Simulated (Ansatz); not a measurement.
**Gd: pressure against volume**

How stiff is Gd, and at what volume does the pressure vanish? The cell is scaled evenly, atoms carried along, and solved with LAPW, PAW and all-electron datasets made for the crystal.

Program: Ansatz 0.2.0. Level of theory: DFT PBE, scalar-relativistic. These are calculated values, not measurements.

1 further run of the same task is left out (it didn't finish).

**1. The system as given**

The structure is cubic, space group Pm-3m (No. 221). The conventional cell has a = 3.260 Å, b = 3.260 Å, c = 3.260 Å, α = 90.00°, β = 90.00°, γ = 90.00°. Gd (site symmetry m-3m) is surrounded by 6 Gd at 3.26 Å.

Structure file:

```cif
data_structure
_symmetry_space_group_name_H-M 'Pm-3m'
_symmetry_Int_Tables_number 221
_cell_length_a 3.2602
_cell_length_b 3.2602
_cell_length_c 3.2602
_cell_angle_alpha 90.000
_cell_angle_beta 90.000
_cell_angle_gamma 90.000
_cell_volume 34.65
loop_
_atom_site_label
_atom_site_type_symbol
_atom_site_symmetry_multiplicity
_atom_site_Wyckoff_symbol
_atom_site_fract_x
_atom_site_fract_y
_atom_site_fract_z
_atom_site_occupancy
Gd1 Gd 1 a 0.00000 0.00000 0.00000 1
```

The file gives the conventional cell by its symmetry; the runs use the cell typed in the input.

The structure (sc type) was typed from a prototype and relaxed by PAW; whether it is the ground state wasn't tested.

**2. Volume × 0.9405, LAPW**

Contents of input.yaml:

```yaml
crystal:
  lattice:
    - [3.1942133354, 0.0, 0.0]
    - [0.0, 3.1942133354, 0.0]
    - [0.0, 0.0, 3.1942133354]
  atoms:
    - { symbol: Gd, position: [0.0, 0.0, 0.0], spin: 7.0 }
magnetization:
  spin_polarized: true
kpoints:
  mp_grid: { grid: [10, 10, 10] }
scf:
  occupations: { method: fermi_dirac, width: 0.05 }
hamiltonian:
  xc: pbe
  pseudopotentials: { kind: all_electron, lapw: { basis_error: 0.0005 } }
output:
  forces: true
  stress: true
  eigenvalues: true
```

Launch:

```bash
> ansatz run input.yaml --threads 1 --pin off --max-ram 3072MiB --backend cpu --events-out ev --progress --plain --runs-dir out
```

**3. Volume × 0.9405, PAW**

Changes to input.yaml since step 2:

```diff
@@ -15,3 +15,3 @@
   xc: pbe
-  pseudopotentials: { kind: all_electron, lapw: { basis_error: 0.0005 } }
+  pseudopotentials: { kind: paw }
 output:
@@ -20 +20,6 @@
   eigenvalues: true
+  efg: { contact_densities: true }
+  write_density: true
+  write_potential: true
+  elf: true
+  volumetric_format: npy
```

**4. Volume × 0.9405, crystal datasets**

Changes to input.yaml since step 3:

```diff
@@ -15,3 +15,3 @@
   xc: pbe
-  pseudopotentials: { kind: paw }
+  pseudopotentials: { kind: all_electron, datasets: crystal }
 output:
@@ -21,5 +21 @@
   efg: { contact_densities: true }
-  write_density: true
-  write_potential: true
-  elf: true
-  volumetric_format: npy
```

**5. Volume × 0.97, LAPW**

Contents of input.yaml:

```yaml
crystal:
  lattice:
    - [3.2272669957, 0.0, 0.0]
    - [0.0, 3.2272669957, 0.0]
    - [0.0, 0.0, 3.2272669957]
  atoms:
    - { symbol: Gd, position: [0.0, 0.0, 0.0], spin: 7.0 }
magnetization:
  spin_polarized: true
kpoints:
  mp_grid: { grid: [10, 10, 10] }
scf:
  occupations: { method: fermi_dirac, width: 0.05 }
hamiltonian:
  xc: pbe
  pseudopotentials: { kind: all_electron, lapw: { basis_error: 0.0005 } }
output:
  forces: true
  stress: true
  eigenvalues: true
```

**6. Volume × 0.97, PAW**

Changes to input.yaml since step 5:

```diff
@@ -15,3 +15,3 @@
   xc: pbe
-  pseudopotentials: { kind: all_electron, lapw: { basis_error: 0.0005 } }
+  pseudopotentials: { kind: paw }
 output:
@@ -20 +20,6 @@
   eigenvalues: true
+  efg: { contact_densities: true }
+  write_density: true
+  write_potential: true
+  elf: true
+  volumetric_format: npy
```

**7. Volume × 1.03, LAPW**

Contents of input.yaml:

```yaml
crystal:
  lattice:
    - [3.2924818792, 0.0, 0.0]
    - [0.0, 3.2924818792, 0.0]
    - [0.0, 0.0, 3.2924818792]
  atoms:
    - { symbol: Gd, position: [0.0, 0.0, 0.0], spin: 7.0 }
magnetization:
  spin_polarized: true
kpoints:
  mp_grid: { grid: [10, 10, 10] }
scf:
  occupations: { method: fermi_dirac, width: 0.05 }
hamiltonian:
  xc: pbe
  pseudopotentials: { kind: all_electron, lapw: { basis_error: 0.0005 } }
output:
  forces: true
  stress: true
  eigenvalues: true
```

**8. Volume × 1.03, PAW**

Changes to input.yaml since step 7:

```diff
@@ -15,3 +15,3 @@
   xc: pbe
-  pseudopotentials: { kind: all_electron, lapw: { basis_error: 0.0005 } }
+  pseudopotentials: { kind: paw }
 output:
@@ -20 +20,2 @@
   eigenvalues: true
+  efg: { contact_densities: true }
```

**9. Volume × 1.06, LAPW**

Contents of input.yaml:

```yaml
crystal:
  lattice:
    - [3.324142301, 0.0, 0.0]
    - [0.0, 3.324142301, 0.0]
    - [0.0, 0.0, 3.324142301]
  atoms:
    - { symbol: Gd, position: [0.0, 0.0, 0.0], spin: 7.0 }
magnetization:
  spin_polarized: true
kpoints:
  mp_grid: { grid: [10, 10, 10] }
scf:
  occupations: { method: fermi_dirac, width: 0.05 }
hamiltonian:
  xc: pbe
  pseudopotentials: { kind: all_electron, lapw: { basis_error: 0.0005 } }
output:
  forces: true
  stress: true
  eigenvalues: true
```

**10. Volume × 1.06, PAW**

Changes to input.yaml since step 9:

```diff
@@ -15,3 +15,3 @@
   xc: pbe
-  pseudopotentials: { kind: all_electron, lapw: { basis_error: 0.0005 } }
+  pseudopotentials: { kind: paw }
 output:
@@ -20 +20,6 @@
   eigenvalues: true
+  efg: { contact_densities: true }
+  write_density: true
+  write_potential: true
+  elf: true
+  volumetric_format: npy
```

**11. Volume × 1.06, crystal datasets**

Changes to input.yaml since step 10:

```diff
@@ -15,3 +15,3 @@
   xc: pbe
-  pseudopotentials: { kind: paw }
+  pseudopotentials: { kind: all_electron, datasets: crystal }
 output:
@@ -21,5 +21 @@
   efg: { contact_densities: true }
-  write_density: true
-  write_potential: true
-  elf: true
-  volumetric_format: npy
```

(Steps that only read results are left out.)

Q: Predict the outcome of this session. Wanted: equilibrium volume; bulk modulus (for each run or level that gives them).

**Answer**, as computed:

```
                      quantity           value
     equilibrium volume (LAPW)  34.685 Å³/atom
           bulk modulus (LAPW)        25.7 GPa
its pressure derivative (LAPW)             3.6
      equilibrium volume (PAW)  34.683 Å³/atom
            bulk modulus (PAW)        25.8 GPa
 its pressure derivative (PAW)             3.6
```

A third-order Birch-Murnaghan fit to the LAPW pressures puts zero pressure at 34.68 Å³/atom, less than 0.1 % from the given cell, with a bulk modulus of 25.7 GPa. PAW's volume lies less than 0.01 % and its modulus +0.2 % from LAPW's. The moment on Gd stays at 7.64 μB as the cell expands. No thermal or zero-point expansion is included. The magnetic state is the one reached from the start moments in this cell; it needn't be the ground state. Spin-orbit coupling is left out, though the cell holds Gd; in elements this heavy it can shift bands and gaps by tenths of an eV.
